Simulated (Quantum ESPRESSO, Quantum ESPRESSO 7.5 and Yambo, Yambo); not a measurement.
**Excitons of GaN (P6_3mc) on ever denser meshes**

Aim: follow the lowest exciton of GaN (P6_3mc) as the mesh is refined.

Method: PBE and many-body steps on it, plane waves, in Quantum ESPRESSO 7.5 and Yambo 5.3.0.

The database entry behind the starting cell has ideal inner coordinates that were not refined, so it need not match the best structure at ambient conditions.

**1. The starting structure**

Symmetry: P6_3mc, No. 186, hexagonal system. Conventional cell: a = 3.190 Å, b = 3.190 Å, c = 5.189 Å, α = 90.00°, β = 90.00°, γ = 120.00°. Nearest to Ga lie 4 N at 1.95 Å. N has 4 Ga at 1.95 Å nearest. Farther neighbours and most contacts between anions are not listed.

The cell and positions come from the Crystallography Open Database and are kept as given unless a step says otherwise.

**2. Empty states on the mesh, 3×3×4 mesh, 93 bands**

This step: Quantum ESPRESSO 7.5; DFT, PBE, plane waves, norm-conserving pseudopotentials.

The sums over transitions need many empty states on a uniform mesh; this step solves for them.

pw.in

```
&control
  calculation = 'nscf'
  prefix = 'x'
  outdir = 'o'
  pseudo_dir = 'pseudo'
/
&system
  ibrav = 0
  nat = 4
  ntyp = 2
  ecutwfc = 104.0
  nbnd = 93
  force_symmorphic = .true.
/
&electrons
  conv_thr = 1e-9
  electron_maxstep = 80
  diago_full_acc = .true.
  diago_thr_init = 5e-6
/
ATOMIC_SPECIES
  Ga 69.723 Ga.upf
  N 14.007 N.upf
CELL_PARAMETERS angstrom
  3.1900000000 -0.0000000000 0.0000000000
  -1.5950000000 2.7626210381 0.0000000000
  0.0000000000 0.0000000000 5.1890000000
ATOMIC_POSITIONS crystal
  Ga 0.6666666667 0.3333333333 0.0000000000
  Ga 0.3333333333 0.6666666667 0.5000000000
  N 0.6666666667 0.3333333333 0.3750000000
  N 0.3333333333 0.6666666667 0.8750000000
K_POINTS automatic
  3 3 4 0 0 0
```

Started as:

```sh
OMP_NUM_THREADS=1 mpirun -n 8 pw.x -nk 4 -in pw.in > pw.out
```

What it wrote:

```text
Program PWSCF v.7.5 starts

     This program is part of the open-source Quantum ESPRESSO suite
     for quantum simulation of materials; please cite
         "P. Giannozzi et al., J. Phys.:Condens. Matter 21 395502 (2009);
         "P. Giannozzi et al., J. Phys.:Condens. Matter 29 465901 (2017);
         "P. Giannozzi et al., J. Chem. Phys. 152 154105 (2020);
     in publications or presentations arising from this work. More details at

     Atomic positions and unit cell read from directory:
     o/x.save/

     Message from routine setup:
[...]
-130.4340-130.4340 -81.1732 -81.1732 -81.1732 -81.1732 -81.1728 -81.1728
[...]
66.3447  66.3447  68.6333  68.6333  68.6333  68.6333  70.7513  70.7513
    70.7513  70.7513  70.7538  70.7538  71.5694  71.5694  75.8836  75.8836
    76.6802  76.6802  76.6802  76.6802  77.9320

          k = 0.0000 0.3849 0.0000 (  5529 PWs)   bands (ev):

     [... further k-points ...]

     highest occupied, lowest unoccupied level (ev):    11.6730   13.5979

     XML data file, pseudopotentials, collected wavefunctions

=------------------------------------------------------------------------------=
   JOB DONE.
=------------------------------------------------------------------------------=
```

It took 6.6 s on 8 MPI ranks of Arm Neoverse V1, shared host; peak memory 0.55 GiB.

Numbers from this step:

| Quantity | Value |
| --- | --- |
| gap | 1.925 eV |
| k of the valence top | 0, 0, 0 |
| k of the conduction bottom | 0, 0, 0 |
| least direct gap | 1.925 eV |
| k points computed | 10 |
| lowest point of the top converged band, above the valence top | 65.3898 eV |

On this mesh the gap is 1.925 eV.

The density comes from a self-consistent run that is not shown.

**3. Conversion and set-up**

This step: Yambo 5.3.0; conversion and set-up on PBE, plane waves, norm-conserving pseudopotentials.

The states are converted to the many-body program's format and the q mesh is built.

Started as:

```sh
(cd o/x.save; p2y > p2y.log; mv SAVE ../..); yambo > setup.log
```

What it wrote:

```text
 Yambo, version 5.3.0

 [02] CORE Variables Setup
 =========================

  [02.01] Unit cells
  ==================

  Cell kind             :  HCP
  Atoms in the cell     :  Ga  N
  number of Ga atoms    :  2
  number of N  atoms    :  2

  List of atomic masses
  Mass of Ga    :  69.72300
  Mass of N     :  14.00700

  List of atomic coordinates    : [cc]
  Ga1       :  3.014113  1.740199  0.000000  order 1
  Ga2       : -0.30141E-09   3.4804       4.9029      order 2
  N1       :  3.014113  1.740199  3.677171  order 3
[...]
IBZ Q-points                                      :  10
 BZ  Q-points                                      :   36

 K/Q-points units:
 rlu = crystal or reduced units; cc = cartesian coordinates; iku = interal k-units

 Q [ 1]         [rlu]:  0.000000  0.000000  0.000000
 Q [ 2]         [rlu]:  0.000000  0.000000  0.250000
 Q [ 3]         [rlu]:  0.000000  0.000000 -0.500000
[...]
Q [ 8]         [rlu]:  0.333333  0.333333  0.250000
 Q [ 9]         [rlu]:  0.333333  0.333333 -0.500000
 Q [10]         [rlu]: -0.19298E-16 -0.33333      0.25000

  [03.01] X indexes
  =================

   [03.01.01] Sigma indexes
   ========================

 [06] Game Over & Game summary
```

It took 2.5 s on 1 MPI rank; peak memory 0.24 GiB.

**4. Screening and self-energy, 3×3×4 mesh, 93 bands, screening to 129.3 eV**

G0W0 replaces the xc potential by the self-energy, built once from these orbitals. Only a window of levels is corrected, while the sums run over the empty bands that the input names.

This step: G0W0 on PBE, plane waves, norm-conserving pseudopotentials.

gw1.in

```
HF_and_locXC
gw0
dyson
ppa
em1d
rim_cut
RandQpts= 1000000
RandGvec= 1 RL
EXXRLvcs= 104 Ry
VXCRLvcs= 416 Ry
Chimod= "HARTREE"
% BndsRnXp
 1 | 93 |
%
NGsBlkXp= 9.5 Ry
% LongDrXp
 1 | 1 | 1 |
%
% GbndRnge
 1 | 93 |
%
DysSolver= "n"
ExtendOut
PPAPntXp= 27.21138 eV
% QPkrange
 1 | 1 | 25 | 28 |
%
```

Started as:

```sh
OMP_NUM_THREADS=1 mpirun -n 8 yambo -F gw1.in -J gw1 -C gw1 > gw1.log
```

What it wrote:

```text
 Yambo, version 5.3.0

 [02] CORE Variables Setup
 =========================

  [... cell, symmetries and grids as in the set-up ...]

  [02.05] Energies & Occupations
  ==============================

  [X] === General ===
  [X] Electronic Temperature                        :  0.000000  0.000000 [eV K]
  [X] Bosonic    Temperature                        :  0.000000  0.000000 [eV K]
  [X] Finite Temperature mode                       : no
  [X] El. density                                   :  0.11371E+25 [cm-3]
[...]
Sx RL components                                 :   5563

   QP @ state[ 1 ] K range                          :  1  1
   QP @ state[ 1 ] b range                          :  25  28
   GF energies kind                                 : Perdew, Burke & Ernzerhof(X)+Perdew, Burke & Ernzerhof(C)
   GF WF`s kind                                     : Perdew, Burke & Ernzerhof(X)+Perdew, Burke & Ernzerhof(C)
   Xs energies kind                                 : Perdew, Burke & Ernzerhof(X)+Perdew, Burke & Ernzerhof(C)
   Xs WF`s kind                                     : Perdew, Burke & Ernzerhof(X)+Perdew, Burke & Ernzerhof(C)

 [11] Game Over & Game summary
```

The job ended after 38 s (8 MPI ranks; peak memory 4.4 GiB; 5 min of CPU time).

This step gave:

```
G0W0 gap on the points computed              : 2.751 eV
starting gap on the mesh                     : 1.925 eV
k of the valence top                         : 0, 0, 0
k of the conduction bottom                   : 0, 0, 0
least direct G0W0 gap on the computed points : 2.751 eV
```

The gap on the mesh goes from 1.92 eV to 2.75 eV, a correction of +0.83 eV.

The gap opens by 0.826 eV; the next steps shift the empty bands rigidly by 0.826 eV.

**5. Empty states on the mesh, 3×3×4 mesh, 36 bands**

This step: Quantum ESPRESSO 7.5; DFT, PBE, plane waves, norm-conserving pseudopotentials.

pw.in, as its differences from that of step 2:

```diff
@@ -11,3 +11,3 @@
   ecutwfc = 104.0
-  nbnd = 93
+  nbnd = 36
   force_symmorphic = .true.
```

Started as:

```sh
OMP_NUM_THREADS=1 mpirun -n 8 pw.x -nk 4 -in pw.in > pw.out
```

What it wrote:

```text
[banner, memory and clock lines left out]
Program PWSCF v.7.5 starts

     Atomic positions and unit cell read from directory:
     o/x.save/

     Message from routine setup:
     using ibrav=0 with symmetry is DISCOURAGED, use correct ibrav instead

     bravais-lattice index     =            0
     lattice parameter (alat)  =       6.0282  a.u.
     unit-cell volume          =     308.5974 (a.u.)^3
     number of atoms/cell      =            4
     number of atomic types    =            2
     number of electrons       =        52.00
[...]
22.9037  22.9037  26.8176  28.1313

          k = 0.0000 0.0000-0.3074 (  5492 PWs)   bands (ev):

  -130.4340-130.4340 -81.1732 -81.1732 -81.1732 -81.1732 -81.1728 -81.1728
[...]
-1.5343  -1.5343  -1.4913  -1.4913   7.8213   7.8213  11.1399  11.1399
    11.1400  11.1400  15.9271  15.9271  20.1777  20.1777  22.1115  22.1115
    22.1115  22.1115  27.9748  27.9749

          k = 0.0000 0.3849 0.0000 (  5529 PWs)   bands (ev):

     [... further k-points ...]

     highest occupied, lowest unoccupied level (ev):    11.6730   13.5979

     XML data file, pseudopotentials, collected wavefunctions
```

The job ended after 1.9 s (8 MPI ranks; peak memory 0.05 GiB).

This step gave:

| Property | Result |
| --- | --- |
| gap | 1.925 eV |
| k of the valence top | 0, 0, 0 |
| k of the conduction bottom | 0, 0, 0 |
| least direct gap | 1.925 eV |
| k points computed | 10 |
| lowest point of the top converged band, above the valence top | 14.16 eV |

On this mesh the gap is 1.925 eV.

**6. Conversion and set-up**

This step: Yambo 5.3.0; conversion and set-up on PBE, plane waves, norm-conserving pseudopotentials.

Started as:

```sh
(cd o/x.save; p2y > p2y.log; mv SAVE ../..); yambo > setup.log
```

What it wrote:

```text
 Yambo, version 5.3.0

 [02] CORE Variables Setup
 =========================

  [02.01] Unit cells
  ==================

  Cell kind             :  HCP
  Atoms in the cell     :  Ga  N
  number of Ga atoms    :  2
  number of N  atoms    :  2

  List of atomic masses
  Mass of Ga    :  69.72300
  Mass of N     :  14.00700

  List of atomic coordinates    : [cc]
  Ga1       :  3.014113  1.740199  0.000000  order 1
  Ga2       : -0.30141E-09   3.4804       4.9029      order 2
  N1       :  3.014113  1.740199  3.677171  order 3
[...]
IBZ Q-points                                      :  10
 BZ  Q-points                                      :   36

 K/Q-points units:
 rlu = crystal or reduced units; cc = cartesian coordinates; iku = interal k-units

 Q [ 1]         [rlu]:  0.000000  0.000000  0.000000
 Q [ 2]         [rlu]:  0.000000  0.000000  0.250000
 Q [ 3]         [rlu]:  0.000000  0.000000 -0.500000
[...]
Q [ 8]         [rlu]:  0.333333  0.333333  0.250000
 Q [ 9]         [rlu]:  0.333333  0.333333 -0.500000
 Q [10]         [rlu]: -0.19298E-16 -0.33333      0.25000

  [03.01] X indexes
  =================

   [03.01.01] Sigma indexes
   ========================

 [06] Game Over & Game summary
```

Elapsed: 2.5 s, on 1 MPI rank; peak memory 0.24 GiB.

[end of part 1 of 5]

[Paths, hosts, dates, memory and timing lines, banners, echoed tables and standing remarks are left out of the program output.]

[Logs are printed without paths, hosts, clocks, repeated set-up lines and the standing remarks that a program may print on its own settings, such as how far it seeks lower states.]

[Runs of the session that timed out or met a known fault of the program may be left out.]

[Hosts, paths, dates, database ids (printed as entryN), source tags and the programs' standing remarks are cut or masked in the printed files.]
